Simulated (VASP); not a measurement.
# Mo (Im-3m) in VASP: notebook

The runs below take Mo through relaxation of cell and atoms, with PBE.

All numbers are computed with VASP 6.6.1; they aren't measurements. Logs are shortened: lines on timing, memory, paths and dates and some standing lists are left out, and cuts for length are marked.

### Step 1. The crystal as given

The structure is cubic, space group Im-3m (No. 229). The conventional cell has a = 3.147 Å, b = 3.147 Å, c = 3.147 Å, α = 90.00°, β = 90.00°, γ = 90.00°. Mo (site symmetry m-3m) is surrounded by 8 Mo at 2.73 Å.

### Step 2. Relaxation of cell and atoms, PBE, non-collinear spin, zero start, spin-orbit coupling

File INCAR:

```
ALGO = Normal ; EDIFF = 1E-7
EDIFFG = -0.002 ; ENCUT = 520
GGA = PE ; GGA_COMPAT = False
IBRION = 2 ; ISIF = 3
ISMEAR = 0 ; KPAR = 4
LASPH = True ; LCHARG = False
LMAXMIX = 4 ; LORBIT = 11
LREAL = False ; LSORBIT = True
LWAVE = False ; MAGMOM = 0 0 0
NELM = 80 ; NSW = 80
PREC = Accurate ; SIGMA = 0.1
```

File KPOINTS:

```
k-points
0
Gamma
  18 18 18
```

File POSCAR:

```
Mo
1.0
   -1.5734150000      1.5734150000      1.5734150000
    1.5734150000     -1.5734150000      1.5734150000
    1.5734150000      1.5734150000     -1.5734150000
Mo
1
Direct
    0.0000000000      0.0000000000      0.0000000000
```

Potentials or basis: VASP PAW PBE potentials, release 64 (Mo_sv).

The run is started by

```bash
$ cat potpaw_PBE.64/Mo_sv/POTCAR > POTCAR
$ mpirun -np 4 vasp_ncl > vasp.out
```

OUTCAR:

```text
EDIFF = 1E-7
   EDIFFG = -0.002
   ENCUT = 520
   GGA = PE
   IBRION = 2
   ISIF = 3
   ISMEAR = 0
   LASPH = True
   LORBIT = 11
   LREAL = False
   LSORBIT = True
   NELM = 80
   NSW = 80
   PREC = Accurate

 ion  position               nearest neighbor table
   1  0.000  0.000  0.000-

  LATTYP: Found a body centered cubic cell.
 ALAT       =     3.1468300000

  Lattice vectors:

 A1 = (  -1.5734150000,   1.5734150000,   1.5734150000)
 A2 = (   1.5734150000,  -1.5734150000,   1.5734150000)
 A3 = (   1.5734150000,   1.5734150000,  -1.5734150000)

Analysis of symmetry for initial positions (statically):
=====================================================================
 Subroutine PRICEL returns:
 Original cell was already a primitive cell.

 Routine SETGRP: Setting up the symmetry group for a
 body centered cubic supercell.

 Subroutine GETGRP returns: Found 48 space group operations
 (whereof 48 operations were pure point group operations)
 out of a pool of 48 trial point group operations.

The static configuration has the point symmetry O_h .

Analysis of symmetry for dynamics (positions and initial velocities):
=====================================================================
 Subroutine PRICEL returns:
 Original cell was already a primitive cell.

 Routine SETGRP: Setting up the symmetry group for a
 body centered cubic supercell.

 Subroutine GETGRP returns: Found 48 space group operations
 (whereof 48 operations were pure point group operations)
 out of a pool of 48 trial point group operations.

The dynamic configuration has the point symmetry O_h .

Analysis of structural, dynamic, and magnetic symmetry:
=====================================================================
 Subroutine PRICEL returns:
 Original cell was already a primitive cell.

 Routine SETGRP: Setting up the symmetry group for a
 body centered cubic supercell.

 Subroutine GETGRP returns: Found 48 space group operations
 (whereof 48 operations were pure point group operations)
 out of a pool of 48 trial point group operations.

The overall configuration has the point symmetry O_h .

 Subroutine INISYM returns: Found 48 space group operations
 (whereof 48 operations are pure point group operations),
 and found     1 'primitive' translations

----------------------------------------------------------------------------------------

                                     Primitive cell

  volume of cell :      15.5808

  direct lattice vectors                    reciprocal lattice vectors
    -1.573415000  1.573415000  1.573415000     0.000000000  0.317780115  0.317780115
     1.573415000 -1.573415000  1.573415000     0.317780115  0.000000000  0.317780115
     1.573415000  1.573415000 -1.573415000     0.317780115  0.317780115  0.000000000

  length of vectors
     2.725234721  2.725234721  2.725234721     0.449408949  0.449408949  0.449408949

  position of ions in fractional coordinates (direct lattice)
     0.000000000  0.000000000  0.000000000

  ion indices of the primitive-cell ions
   primitive index   ion index
                 1           1

----------------------------------------------------------------------------------------

 KPOINTS: k-points

Automatic generation of k-mesh.
 Grid dimensions read from file:
 generate k-points for:   18   18   18

 Generating k-lattice:

  Cartesian coordinates                     Fractional coordinates (reciprocal lattice)
     0.000000000  0.017654451  0.017654451     0.055555556  0.000000000  0.000000000
     0.017654451  0.000000000  0.017654451     0.000000000  0.055555556  0.000000000
     0.017654451  0.017654451  0.000000000     0.000000000  0.000000000  0.055555556

  Length of vectors
     0.024967164  0.024967164  0.024967164

  Shift w.r.t. Gamma in fractional coordinates (k-lattice)
     0.000000000  0.000000000  0.000000000

 Subroutine IBZKPT returns following result:
 ===========================================

 Found    195 irreducible k-points:

 Following reciprocal coordinates:
            Coordinates               Weight
  0.000000  0.000000  0.000000      1.000000
  0.055556  0.000000  0.000000     12.000000
  0.111111  0.000000  0.000000     12.000000
  0.166667  0.000000  0.000000     12.000000
  0.222222  0.000000  0.000000     12.000000
  0.277778  0.000000  0.000000     12.000000
[... 16 lines left out ...]
  0.333333  0.111111 -0.000000     48.000000
  0.388889  0.111111  0.000000     48.000000
 [... further k-points ...]
   k-points           NKPTS =    195   k-points in BZ     NKDIM =    195   number of bands    NBANDS=     22
   number of dos      NEDOS =    301   number of ions     NIONS =      1
   total plane-waves  NPLWV =   8000
   dimension x,y,z NGX =    20 NGY =   20 NGZ =   20
   dimension x,y,z NGXF=    40 NGYF=   40 NGZF=   40
   ions per type =               1
   NGX,Y,Z   is equivalent  to a cutoff of  12.20, 12.20, 12.20 a.u.
   NGXF,Y,Z  is equivalent  to a cutoff of  24.40, 24.40, 24.40 a.u.
 SYSTEM =  unknown system
   PREC   = accura    normal or accurate (medium, high low for compatibility)
   ISTART =      0    job   : 0-new  1-cont  2-samecut
   ICHARG =      2    charge: 1-file 2-atom 10-const
   ISPIN  =      1    spin polarized calculation?
   LNONCOLLINEAR =      T non collinear calculations
   LSORBIT =      T    spin-orbit coupling
   LASPH  =      T    aspherical Exc in radial PAW
   ENCUT  =  520.0 eV  38.22 Ry    6.18 a.u.   5.07  5.07  5.07*2*pi/ulx,y,z
   NELM   =     80;   NELMIN=  2; NELMDL= -5     # of ELM steps
   EDIFF  = 0.1E-06   stopping-criterion for ELM
   LREAL  =      F    real-space projection
   EDIFFG = -.2E-02   stopping-criterion for IOM
   NSW    =     80    number of steps for IOM
   IBRION =      2    ionic relax: 0-MD 1-quasi-New 2-CG
   NFREE  =      1    steps in history (QN), initial steepest desc. (CG)
   ISIF   =      3    stress and relaxation
   ISYM   =      2    0-nonsym 1-usesym 2-fastsym
   POTIM  = 0.5000    time-step for ionic-motion
   TEBEG  =    0.0;   TEEND  =   0.0 temperature during run
   PSTRESS=    0.0 pullay stress
   NELECT =      14.0000    total number of electrons
   NUPDOWN=      -1.0000    fix difference up-down
   EMIN   =  10.00;   EMAX   =-10.00  energy-range for DOS
   EFERMI =   0.00;   METHOD = LEGACY
   ISMEAR =     0;   SIGMA  =   0.10  broadening in eV -4-tet -1-fermi 0-gaus
   EFERMI_NEDOS =   21; number of points for ismear=-14 and -15
   IALGO  =     38    algorithm
   IMIX   =      4    mixing-type and parameters
     AMIX     =   0.40;   BMIX     =  1.00
     AMIX_MAG =   1.60;   BMIX_MAG =  1.00
  volume/ion in A,a.u.               =      15.58       105.14
  Fermi-wavevector in a.u.,A,eV,Ry     =   1.579747  2.985289 33.954710  2.495601
  Thomas-Fermi vector in A             =   2.680079
   LORBIT       =     11    0 simple, 1 ext, 2 COOP (PROOUT), +10 PAW based schemes
   GGA     = PE    functional components
   LHFCALC =     F    Hartree Fock is set to
   AEXX    =    0.0000 exact exchange contribution
   IVDW    =     0    specifies the selected vdW correction
   LEPSILON=     F    determine dielectric tensor
   LRPA    =     F    only Hartree local field effects (RPA)
 conjugate gradient relaxation of ions
 Gauss-broadening in eV      SIGMA  =   0.10
  energy-cutoff  :      520.00
  volume of cell :       15.58
 maximum number of plane-waves:       864
   NGX = 11   NGY = 11   NGZ = 11

--------------------------------------- Ionic step        1  -------------------------------------------

 number of electron      14.0000001 magnetization       0.0000000      0.0000000      0.0000000

 number of electron      14.0000001 magnetization       0.0000000      0.0000000     -0.0000000

 number of electron      14.0000001 magnetization      -0.0000000     -0.0000000      0.0000000

 Free energy of the ion-electron system (eV)
  ---------------------------------------------------
  ext. energy  EPLUGINS =         0.00000000
  ---------------------------------------------------
  free energy    TOTEN  =       -11.03513016 eV

  energy without entropy =      -11.03266678  energy(sigma->0) =      -11.03389847

------------------------ aborting loop because EDIFF is reached ----------------------------------------

  FORCE on cell =-STRESS in cart. coord.  units (eV):
  Direction    XX          YY          ZZ          XY          YZ          ZX
  --------------------------------------------------------------------------------------
  -------------------------------------------------------------------------------------
  Total        0.3969913      0.3969913      0.3969913     -0.0000000     -0.0000000      0.0000000
  in kB       40.8226986     40.8226986     40.8226986     -0.0000000     -0.0000000      0.0000000
  external PRESSURE =      40.8226986 kB  Pullay stress =       0.0000000 kB
[... 102 lines left out ...]
 number of electron      14.0000004 magnetization       0.0000000      0.0000000      0.0000000

 number of electron      14.0000004 magnetization       0.0000000      0.0000000     -0.0000000

 number of electron      14.0000004 magnetization      -0.0000000     -0.0000000      0.0000000

 Free energy of the ion-electron system (eV)
  ---------------------------------------------------
  ext. energy  EPLUGINS =         0.00000000
  ---------------------------------------------------
  free energy    TOTEN  =       -11.03812600 eV

  energy without entropy =      -11.03546818  energy(sigma->0) =      -11.03679709

 E-fermi :  12.4167     XC(G=0): -13.3231

 val. band max:       12.4160665535   @ k =  -0.3889   0.4444   0.2778
 cond. band min:      12.4663871630   @ k =  -0.3333   0.3889   0.2778
 fundamental gap:      0.0503206095
 Fermi energy:        12.4167374565

 k-point     1 :       0.0000    0.0000    0.0000
  band No.  band energies     occupation
      1     -48.8760      1.00000
      2     -48.8760      1.00000
      3     -23.8673      1.00000
      4     -23.8673      1.00000
      5     -21.3407      1.00000
      6     -21.3407      1.00000
[... 574 lines left out ...]
      6     -22.2754      1.00000
[... 14 lines left out ...]
     21      23.9553      0.00000
     22      23.9553      0.00000

 [... further k-points ...]

------------------------ aborting loop because EDIFF is reached ----------------------------------------

  FORCE on cell =-STRESS in cart. coord.  units (eV):
  Direction    XX          YY          ZZ          XY          YZ          ZX
  --------------------------------------------------------------------------------------
  -------------------------------------------------------------------------------------
  Total        0.0018232      0.0018232      0.0018232      0.0000000     -0.0000000      0.0000000
  in kB        0.1846567      0.1846567      0.1846567      0.0000000     -0.0000000      0.0000000
  external PRESSURE =       0.1846567 kB  Pullay stress =       0.0000000 kB
[... 16 lines left out ...]
  FREE ENERGIE OF THE ION-ELECTRON SYSTEM (eV)
  ---------------------------------------------------
  free  energy   TOTEN  =       -11.0381260023 eV

  energy  without entropy=      -11.0354681818  energy(sigma->0) =      -11.03679709

 reached required accuracy - stopping structural energy minimisation

 Spin-Orbit-Coupling matrix elements

 Ion:    1  E_soc:     -0.2061922
 l=   1
     0.0000000    -0.0301242    -0.0301242
    -0.0301242     0.0000000    -0.0301242
    -0.0301242    -0.0301242     0.0000000
 l=   2
     0.0000000    -0.0011139     0.0000000    -0.0011139    -0.0031273
    -0.0011139     0.0000000    -0.0023455    -0.0011139    -0.0007818
     0.0000000    -0.0023455     0.0000000    -0.0023455     0.0000000
    -0.0011139    -0.0011139    -0.0023455     0.0000000    -0.0007818
    -0.0031273    -0.0007818     0.0000000    -0.0007818     0.0000000
 l=   3
     0.0000000     0.0000000     0.0000000     0.0000000     0.0000000     0.0000000     0.0000000
     0.0000000     0.0000000     0.0000000     0.0000000     0.0000000     0.0000000     0.0000000
     0.0000000     0.0000000     0.0000000     0.0000000     0.0000000     0.0000000     0.0000000
     0.0000000     0.0000000     0.0000000     0.0000000     0.0000000     0.0000000     0.0000000
     0.0000000     0.0000000     0.0000000     0.0000000     0.0000000     0.0000000     0.0000000
     0.0000000     0.0000000     0.0000000     0.0000000     0.0000000     0.0000000     0.0000000
     0.0000000     0.0000000     0.0000000     0.0000000     0.0000000     0.0000000     0.0000000

 total charge

# of ion       s       p       d       tot
------------------------------------------
    1        2.378   6.203   3.895  12.476

 magnetization (x)

# of ion       s       p       d       tot
------------------------------------------
    1       -0.000   0.000   0.000   0.000

 magnetization (y)

# of ion       s       p       d       tot
------------------------------------------
    1       -0.000   0.000   0.000  -0.000

 magnetization (z)

# of ion       s       p       d       tot
------------------------------------------
    1       -0.000   0.000   0.000  -0.000
```

It took 39 s on 4 MPI ranks of Intel Xeon 6975P-C (Granite Rapids), shared host; peak memory 0.22 GiB.

Results:

```
Free energy                                           : -11.0381 eV
Relaxed volume                                        : 15.82 Å³/atom
Relaxed cell                                          : a = 2.739 Å, b = 2.739 Å, c = 2.739 Å, α = 109.47°, β = 109.47°, γ = 109.47°
Space group after relaxing (to 0.05 Å)                : Im-3m (No. 229)
Energy gained by relaxing                             : 3.0 meV/atom
Ionic steps                                           : 4
Pressure after relaxing                               : 0.0 GPa
Net moment                                            : 0.00 μB per cell
Valence electrons inside the program's atomic spheres : Mo 12.48
```

Step by step:
| step | energy change (eV) | largest force (eV/Å) | pressure (GPa) | volume (Å³) |
| --- | --- | --- | --- | --- |
| 1 | 0.0000 | 0.0000 | 4.08 | 15.58 |
| 2 | 0.0185 | 0.0000 | -9.84 | 16.49 |
| 3 | -0.0030 | 0.0000 | -0.06 | 15.82 |
| 4 | -0.0030 | 0.0000 | 0.02 | 15.82 |

Final structure:
```
Mo
1.0
    -1.58140    1.58140    1.58140
     1.58140   -1.58140    1.58140
     1.58140    1.58140   -1.58140
Mo
1
Direct
  0.00000 0.00000 0.00000
```

Moments on the atoms (μB; x, y, z):
```
Mo  0.00 0.00 0.00
```

(Part 1 of 2 ends here.)
